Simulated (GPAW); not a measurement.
# GaN (P6_3mc) in GPAW: notebook

The runs below take GaN through G0W0 quasiparticle levels, band structure, with LDA, PBE.

All numbers are computed with GPAW 26.7.0; they aren't measurements. Logs are shortened: lines on timing, memory, paths and dates and some standing lists are left out, and cuts for length are marked. The log counts tension as positive stress, the text compression.

### 1 The structure

Symmetry: P6_3mc, No. 186, hexagonal system. Conventional cell: a = 3.180 Å, b = 3.180 Å, c = 5.166 Å, α = 90.00°, β = 90.00°, γ = 120.00°. Around Ga (site symmetry 3m) lie 4 N at 1.94 to 1.95 Å. N (site symmetry 3m) is surrounded by 4 Ga at 1.94 to 1.95 Å.

### 2 G0W0 quasiparticle levels, LDA

run.py

```python
import json
import numpy as np
from ase import Atoms
from ase.dft.bandgap import bandgap
from ase.io import write
from gpaw import GPAW, PW
from gpaw.response.g0w0 import G0W0

atoms = Atoms(['Ga', 'Ga', 'N', 'N'],
              cell=[[3.18, 0.0, 0.0],
                    [-1.59, 2.753960784, 0.0],
                    [0.0, 0.0, 5.166]],
              scaled_positions=[[0.6666666667, 0.3333333333, 0.5],
                                [0.3333333333, 0.6666666667, 0.0],
                                [0.6666666667, 0.3333333333, 0.875],
                                [0.3333333333, 0.6666666667, 0.375]],
              pbc=True)

calc = GPAW(mode=PW(600),
            xc='LDA',
            kpts={'size': (5, 5, 3), 'gamma': True},
            occupations={'name': 'fermi-dirac', 'width': 0.001},
            nbands=18,
            convergence={'density': 1e-06},
            maxiter=150,
            txt='gpaw.txt')
atoms.calc = calc
energy = atoms.get_potential_energy()
calc.write('gs.gpw')
write('result.traj', atoms)
print(f'Energy: {energy:.6f} eV')
print('Fermi level:', round(calc.get_fermi_level(), 4), 'eV')
print(f'Gap: {bandgap(calc)[0]:.4f} eV, direct: {bandgap(calc, direct=True)[0]:.4f} eV')

calc.diagonalize_full_hamiltonian(nbands=294)
calc.write('full.gpw', mode='all')

ibz = calc.get_ibz_k_points()
gap, vbm, cbm = bandgap(calc, output=None)
gap, direct, _ = bandgap(calc, direct=True, output=None)
gamma = int(np.abs(ibz).sum(1).argmin())
kpts = sorted({gamma, vbm[1], cbm[1], direct[1]})
gw = G0W0(calc='full.gpw',
          filename='gw',
          ecut=200,
          ecut_extrapolation=True,
          relbands=(-4, 4),
          kpts=kpts,
          integrate_gamma='WS',
          ppa=True)
gw.calculate()
results = {mode: {key: np.asarray(r[key]).tolist() for key in ['f', 'eps', 'vxc', 'exx', 'sigma', 'Z', 'qp', 'sigma_eskn']}
           for mode, r in gw.all_results.items()}
json.dump({'kpts': ibz[kpts].tolist(), 'results': results}, open('gw.json', 'w'))
for mode, r in results.items():
    f, qp = np.array(r['f']), np.array(r['qp'])
    print(mode, 'quasiparticle energies (eV):')
    print(qp.round(3))
    print(mode, 'gap:', round(qp[f < 0.5].min() - qp[f > 0.5].max(), 4), 'eV')
```

Potentials or basis: the program's PAW data sets (release 1.2.1) made for this functional, pw.

Command:

```sh
$ OMP_NUM_THREADS=1 python run.py
```

gpaw.txt:

```text
__  _  _
 | _ |_)|_||  |
 |__||  | ||/\| - 26.7.0

Input parameters:
  mode=PW(ecut=600.0),
  convergence={'density': 1e-06},
  kpts=MonkhorstPack(size=(5, 5, 3), gamma=True),
  maxiter=150,
  nbands=18,
  occupations=Occupations(name='fermi-dirac', width=0.001),
  xc=XC(name='LDA')

Diagonalizing LCAO Hamiltonian
Converting LCAO to pw mode

           N

           Ga
        N

        Ga

Atoms  # Å, Bohr magnetons
|   | symbol |         x |        y |        z |    initial magnetic moments |
|---|--------|-----------|----------|----------|-----------------------------|
| 0 |     Ga |  1.590000 | 0.917987 | 2.583000 | ( 0.0000,  0.0000,  0.0000) |
| 1 |     Ga | -0.000000 | 1.835974 | 0.000000 | ( 0.0000,  0.0000,  0.0000) |
| 2 |      N |  1.590000 | 0.917987 | 4.520250 | ( 0.0000,  0.0000,  0.0000) |
| 3 |      N | -0.000000 | 1.835974 | 1.937250 | ( 0.0000,  0.0000,  0.0000) |

Unit cell  # Å
| periodic |         x |        y |        z |  lengths |     angles |
|----------|-----------|----------|----------|----------|------------|
|      yes |  3.180000 | 0.000000 | 0.000000 | 3.180000 |  90.000000 |
|      yes | -1.590000 | 2.753961 | 0.000000 | 3.180000 |  90.000000 |
|      yes |  0.000000 | 0.000000 | 5.166000 | 5.166000 | 120.000000 |

Number of symmetries: 6
Symmetry operations  # r_c * U_cc + t_c -> r_c
|   | kind |            matrix            |
|---|------|------------------------------|
| 0 |  σ   |  1, 1, 0,  0,-1, 0,  0, 0, 1 |
| 1 |  E   |  1, 0, 0,  0, 1, 0,  0, 0, 1 |
| 2 |  C3  |  0, 1, 0, -1,-1, 0,  0, 0, 1 |
| 3 |  σ   |  0,-1, 0, -1, 0, 0,  0, 0, 1 |
| 4 |  σ   | -1, 0, 0,  1, 1, 0,  0, 0, 1 |
| 5 |  C3  | -1,-1, 0,  1, 0, 0,  0, 0, 1 |

BZ-sampling:
  Number of BZ points: 75
  Number of IBZ points: 12

  Monkhorst-Pack size: [5, 5, 3]
  Monkhorst-Pack shift: [0, 0, 0]

K-points  # in reciprocal-cell coordinates
|     |                                coordinates |     weight |
|-----|--------------------------------------------|------------|
|   0 | (  0.00000000,   0.00000000,   0.00000000) | 0.01333333 |
|   1 | (  0.00000000,   0.00000000,   0.33333333) | 0.02666667 |
|   2 | (  0.20000000,   0.00000000,  -0.33333333) | 0.08000000 |
|   3 | (  0.20000000,   0.00000000,   0.00000000) | 0.08000000 |
|   4 | (  0.20000000,   0.00000000,   0.33333333) | 0.08000000 |
|   5 | (  0.40000000,  -0.20000000,   0.00000000) | 0.08000000 |
|   6 | (  0.40000000,  -0.20000000,   0.33333333) | 0.16000000 |
|   7 | (  0.40000000,   0.00000000,  -0.33333333) | 0.08000000 |
|   8 | (  0.40000000,   0.00000000,   0.00000000) | 0.08000000 |
|   9 | (  0.40000000,   0.00000000,   0.33333333) | 0.08000000 |
| ... |                                            |            |
|  11 | (  0.40000000,   0.40000000,   0.33333333) | 0.16000000 |

Plane wave coefficients: 1521
Cutoff: 600.0 eV

Spin-components: 1 (collinear spins)
Bands:           18
Projectors:      20
Spin-degeneracy: 2
Datatype:        complex128

Density:
  Valence electrons: 16.0
  Components: 1
  Grid points: [18 18 30]
  Charge: 0.0  # |e|

Potential:
  Grid points: [18 18 30]

species:
  Ga:
    name:    Gallium
    Z:       31.0
    valence: 3
    core:    28
    charge:  0.0  # [|e|]
    compensation charges:
      type: gauss
      rc: 0.37  # [Å]
      lmax: 2
    cutoffs:
      filter: 2.06  # [Å]
      core: 4.17  # [Å]
    projectors
    | kind |    occ | energy [eV] | rcut [Å] |
    |------|--------|-------------|----------|
    |   4s |  2.000 |      -9.167 |    1.164 |
    |   4p |  1.000 |      -2.734 |    1.164 |
    |    s |        |      18.045 |    1.164 |
    |    p |        |      24.478 |    1.164 |
    |    d |        |       0.000 |    1.164 |

    Using partial waves for Ga as LCAO basis

  N:
    name:    Nitrogen
    Z:       7.0
    valence: 5
    core:    2
    charge:  0.0  # [|e|]
    compensation charges:
      type: gauss
      rc: 0.18  # [Å]
      lmax: 2
    cutoffs:
      filter: 1.11  # [Å]
      core: 0.96  # [Å]
    projectors
    | kind |    occ | energy [eV] | rcut [Å] |
    |------|--------|-------------|----------|
    |   2s |  2.000 |     -18.420 |    0.603 |
    |   2p |  3.000 |      -7.237 |    0.529 |
    |    s |        |       8.791 |    0.603 |
    |    p |        |      19.974 |    0.529 |
    |    d |        |       0.000 |    0.577 |

    Using partial waves for N as LCAO basis

Reference energy: -108557.861093  # eV

eigensolver:
  PPCG
  Converge bands: occupied
  niter=2

density mixing:
  MSR1-Mixer
  Pratt-step length: 0.05
  Maximum mixing coefficient: 0.75
  Old densities: 10
  SVD Regularization: 0.005
  Good broyden scale: 1.0
  Trust region scale: 1.0
  Backstep threshold: 4.0
  History deletion threshold: 6.0
  Fourier metric: weight=20.0, sigma=0.015

occupation numbers:
  Fermi-Dirac:
    width: 0.0010  # eV

poisson solver:
  ecut: 4800.0  # eV

xc functional:
  name: None

convergence criteria:
- Maximum integral of absolute [dens]ity change: 1e-06 electrons / valence electron
- Maximum [total energy] change in last 3 cyles: 0.0005 eV / valence electron
- Maximum integral of absolute [eigenst]ate change: 4e-08 eV^2 / valence electron
maximum number of iterations: 150

SCF iterations
|iter     | |      energy | eigst |  dens |
|---------|-|-------------|-------|-------|
|iter:   1| |  -30.934495 | -0.30 |       |
|iter:   2| |  -30.007818 | -1.89 | -0.58 |
|iter:   3| |  -27.450678 | -0.58 | -0.63 |
|iter:   4| |  -27.421695 | -2.94 | -1.31 |
|iter:   5| |  -27.412030 | -3.43 | -1.59 |
|iter:   6| |  -27.412013 | -5.54 | -2.85 |
|iter:   7| |  -27.412018c| -6.41 | -3.24 |
|iter:   8| |  -27.412018c| -7.61c| -4.23 |
|iter:   9| |  -27.412017c| -7.62c| -4.59 |
|iter:  10| |  -27.412017c| -8.28c| -5.10 |
|iter:  11| |  -27.412017c| -9.26c| -5.82 |
|iter:  12| |  -27.412017c| -9.99c| -6.24c|

Converged in 12 steps
Energy contributions relative to reference atoms: (reference = -108557.861093)

Energy contributions:
  Kinetic:          67.972697
  Coulomb:         -59.357304
  Zero:              0.108492
  External:          0.000000
  Xc:              -36.135902
  Entropy:          -0.000000
  Spinorbit:         0.000000
  ----------------------------
  Free energy:     -27.412017
  Extrapolated:    -27.412017

dipole moment: (-0.000024, -0.000040, -11.624143)  # |e|*Ang

Fermi level: 6.919
Eigenvalues  # (at kpt = [0.000, 0.000, 0.000])
| band index |      eig [eV] | occ [0-2] |
|------------|---------------|-----------|
|          0 |        -9.695 |     2.000 |
|          1 |        -7.229 |     2.000 |
|          2 |        -0.980 |     2.000 |
|          3 |         5.136 |     2.000 |
|          4 |         5.136 |     2.000 |
|          5 |         6.141 |     2.000 |
[... 8 lines left out ...]
|         14 |        17.889 |     0.000 |
|         15 |        17.889 |     0.000 |
|        ... |               |           |
|         17 |        21.437 |     0.000 |

Gap: 2.077 eV
Transition (v -> c):
  (s=0, k=0, n=7, [0.00, 0.00, 0.00]) -> (s=0, k=0, n=8, [0.00, 0.00, 0.00])
No difference between direct/indirect transitions
# Writing to gs.gpw (mode='')

Matrix size: 1521x1521
# Writing to full.gpw (mode='all')
```

stdout:

```text
Energy: -27.412017 eV
Fermi level: 6.9191 eV
Gap: 2.0768 eV, direct: 2.0768 eV
IBZ(<points: 12, symmetries: 6>)
Occupied bands: 8
Calculating eigenvalues:
  k-points: 1
  Bands: 4-11 (inclusive)
HSE06-eigenvalue shifts:
  min: -3.513 eV
  ave: 1.339 eV
  max: 7.208 eV
GW quasiparticle energies (eV):
[[[ 4.342  5.366  5.426  5.426  9.088 11.656 16.464 17.311]]]
GW gap: 3.6617 eV
```

gw.w.txt:

```text
FrequencyGridDescriptor(from 0.000+0.000j to 0.000+27.211j eV, 2 points)
FrequencyGridDescriptor(from 0.000+0.000j to 0.000+27.211j eV, 2 points)

BZ k-points: Symmetries present (total): 6

75 k-points: 5 x 5 x 3 Monkhorst-Pack grid
12 k-points in the irreducible part of the Brillouin zone
       k-points in crystal coordinates                weights
[... 147 lines left out ...]
   4   1.000   5.136 -18.276 -21.789   2.492  -0.287   0.777   4.342
   5   1.000   6.141 -19.178 -22.276   2.100  -0.288   0.777   5.366
   6   1.000   6.215 -19.224 -22.369   2.129  -0.288   0.776   5.426
   7   1.000   6.215 -19.224 -22.369   2.129  -0.288   0.776   5.426
   8   0.000   8.292 -16.152 -11.551  -3.617  -0.237   0.809   9.088
   9   0.000  10.508 -15.731 -10.214  -4.118  -0.219   0.820  11.656
  10   0.000  15.438 -16.554  -9.346  -5.918  -0.258   0.795  16.464
  11   0.000  16.022 -14.498  -8.210  -4.721  -0.216   0.822  17.311
```

Wall time 13 min (1 thread of Intel Xeon 6975P-C (Granite Rapids), shared host); peak memory 0.46 GiB.

What came out:

- Free energy: -27.4120 eV
- Band gap on the k mesh, mean-field level: 2.08 eV, direct
- Quasiparticle gap: 3.66 eV
- Least direct quasiparticle gap: 3.66 eV

Levels at points of the mesh, in eV from the valence-band top:
```csv
k point,band 4,band 5,band 6,band 7,band 8,band 9,band 10,band 11,band 12,band 13
"(0.00, 0.00, 0.00)",-1.08,-1.08,-0.07,0.00,0.00,2.08,4.29,9.22,9.81,9.81
```

Caveat: the k mesh is coarse (spacing up to 0.46 Å⁻¹), so the values aren't converged; the quasiparticle gap is taken among the few k points that were corrected; the long-wavelength limit can be off by a per cent or two.

### 3 G0W0 quasiparticle levels, LDA

run.py, as its differences from that of step 2:

```diff
@@ -34,3 +34,3 @@
 
-calc.diagonalize_full_hamiltonian(nbands=294)
+calc.diagonalize_full_hamiltonian(nbands=192)
 calc.write('full.gpw', mode='all')
@@ -44,7 +44,7 @@
           filename='gw',
-          ecut=200,
+          ecut=150,
           ecut_extrapolation=True,
-          relbands=(-4, 4),
+          relbands=(-2, 2),
           kpts=kpts,
-          integrate_gamma='WS',
+          integrate_gamma='1BZ',
           ppa=True)
```

Potentials or basis: the program's PAW data sets (release 1.2.1) made for this functional, pw.

Command:

```sh
$ OMP_NUM_THREADS=1 python run.py
```

gpaw.txt:

```text
__  _  _
 | _ |_)|_||  |
 |__||  | ||/\| - 26.7.0

Input parameters:
  mode=PW(ecut=600.0),
  convergence={'density': 1e-06},
  kpts=MonkhorstPack(size=(5, 5, 3), gamma=True),
  maxiter=150,
  nbands=18,
  occupations=Occupations(name='fermi-dirac', width=0.001),
  xc=XC(name='LDA')

Diagonalizing LCAO Hamiltonian
Converting LCAO to pw mode

           N

           Ga
        N

        Ga

Atoms  # Å, Bohr magnetons
|   | symbol |         x |        y |        z |    initial magnetic moments |
|---|--------|-----------|----------|----------|-----------------------------|
| 0 |     Ga |  1.590000 | 0.917987 | 2.583000 | ( 0.0000,  0.0000,  0.0000) |
| 1 |     Ga | -0.000000 | 1.835974 | 0.000000 | ( 0.0000,  0.0000,  0.0000) |
| 2 |      N |  1.590000 | 0.917987 | 4.520250 | ( 0.0000,  0.0000,  0.0000) |
| 3 |      N | -0.000000 | 1.835974 | 1.937250 | ( 0.0000,  0.0000,  0.0000) |

Unit cell  # Å
| periodic |         x |        y |        z |  lengths |     angles |
|----------|-----------|----------|----------|----------|------------|
|      yes |  3.180000 | 0.000000 | 0.000000 | 3.180000 |  90.000000 |
|      yes | -1.590000 | 2.753961 | 0.000000 | 3.180000 |  90.000000 |
|      yes |  0.000000 | 0.000000 | 5.166000 | 5.166000 | 120.000000 |

Number of symmetries: 6
Symmetry operations  # r_c * U_cc + t_c -> r_c
|   | kind |            matrix            |
|---|------|------------------------------|
| 0 |  σ   |  1, 1, 0,  0,-1, 0,  0, 0, 1 |
| 1 |  E   |  1, 0, 0,  0, 1, 0,  0, 0, 1 |
| 2 |  C3  |  0, 1, 0, -1,-1, 0,  0, 0, 1 |
[... 111 lines left out ...]
  Fourier metric: weight=20.0, sigma=0.015

occupation numbers:
  Fermi-Dirac:
    width: 0.0010  # eV

poisson solver:
  ecut: 4800.0  # eV

xc functional:
  name: None

convergence criteria:
- Maximum integral of absolute [dens]ity change: 1e-06 electrons / valence electron
- Maximum [total energy] change in last 3 cyles: 0.0005 eV / valence electron
- Maximum integral of absolute [eigenst]ate change: 4e-08 eV^2 / valence electron
maximum number of iterations: 150

SCF iterations
|iter     | |      energy | eigst |  dens |
|---------|-|-------------|-------|-------|
|iter:   1| |  -30.934495 | -0.30 |       |
|iter:   2| |  -30.007818 | -1.89 | -0.58 |
|iter:   3| |  -27.450678 | -0.58 | -0.63 |
|iter:   4| |  -27.421695 | -2.94 | -1.31 |
|iter:   5| |  -27.412030 | -3.43 | -1.59 |
|iter:   6| |  -27.412013 | -5.54 | -2.85 |
|iter:   7| |  -27.412018c| -6.41 | -3.24 |
|iter:   8| |  -27.412018c| -7.61c| -4.23 |
|iter:   9| |  -27.412017c| -7.62c| -4.59 |
|iter:  10| |  -27.412017c| -8.28c| -5.10 |
|iter:  11| |  -27.412017c| -9.26c| -5.82 |
|iter:  12| |  -27.412017c| -9.99c| -6.24c|

Converged in 12 steps
Energy contributions relative to reference atoms: (reference = -108557.861093)

Energy contributions:
  Kinetic:          67.972697
  Coulomb:         -59.357304
  Zero:              0.108492
  External:          0.000000
  Xc:              -36.135902
  Entropy:          -0.000000
  Spinorbit:         0.000000
  ----------------------------
  Free energy:     -27.412017
  Extrapolated:    -27.412017

dipole moment: (-0.000024, -0.000040, -11.624143)  # |e|*Ang

Fermi level: 6.919
Eigenvalues  # (at kpt = [0.000, 0.000, 0.000])
| band index |      eig [eV] | occ [0-2] |
|------------|---------------|-----------|
|          0 |        -9.695 |     2.000 |
|          1 |        -7.229 |     2.000 |
|          2 |        -0.980 |     2.000 |
|          3 |         5.136 |     2.000 |
|          4 |         5.136 |     2.000 |
|          5 |         6.141 |     2.000 |
[... 8 lines left out ...]
|         14 |        17.889 |     0.000 |
|         15 |        17.889 |     0.000 |
|        ... |               |           |
|         17 |        21.437 |     0.000 |

Gap: 2.077 eV
Transition (v -> c):
  (s=0, k=0, n=7, [0.00, 0.00, 0.00]) -> (s=0, k=0, n=8, [0.00, 0.00, 0.00])
No difference between direct/indirect transitions
# Writing to gs.gpw (mode='')

Matrix size: 1521x1521
# Writing to full.gpw (mode='all')
```

stdout:

```text
Energy: -27.412017 eV
Fermi level: 6.9191 eV
Gap: 2.0768 eV, direct: 2.0768 eV
IBZ(<points: 12, symmetries: 6>)
Occupied bands: 8
Calculating eigenvalues:
  k-points: 1
  Bands: 6-9 (inclusive)
HSE06-eigenvalue shifts:
  min: -3.145 eV
  ave: 0.957 eV
  max: 5.517 eV
GW quasiparticle energies (eV):
[[[ 5.442  5.442  9.17  11.715]]]
GW gap: 3.7285 eV
```

It took 12 min on 1 thread of Intel Xeon 6975P-C (Granite Rapids), shared host; peak memory 0.43 GiB.

Results:

| Item | Value |
| --- | --- |
| Free energy | -27.4120 eV |
| Band gap on the k mesh, mean-field level | 2.08 eV, direct |
| Quasiparticle gap | 3.73 eV |
| Least direct quasiparticle gap | 3.73 eV |

Caveat: the k mesh is coarse (spacing up to 0.46 Å⁻¹), so the values aren't converged; the quasiparticle gap is taken among the few k points that were corrected; on this mesh the treatment of q = 0 moves the result by about a tenth of an eV; the long-wavelength limit can be off by a per cent or two.

(Continued in part 2 of 2.)
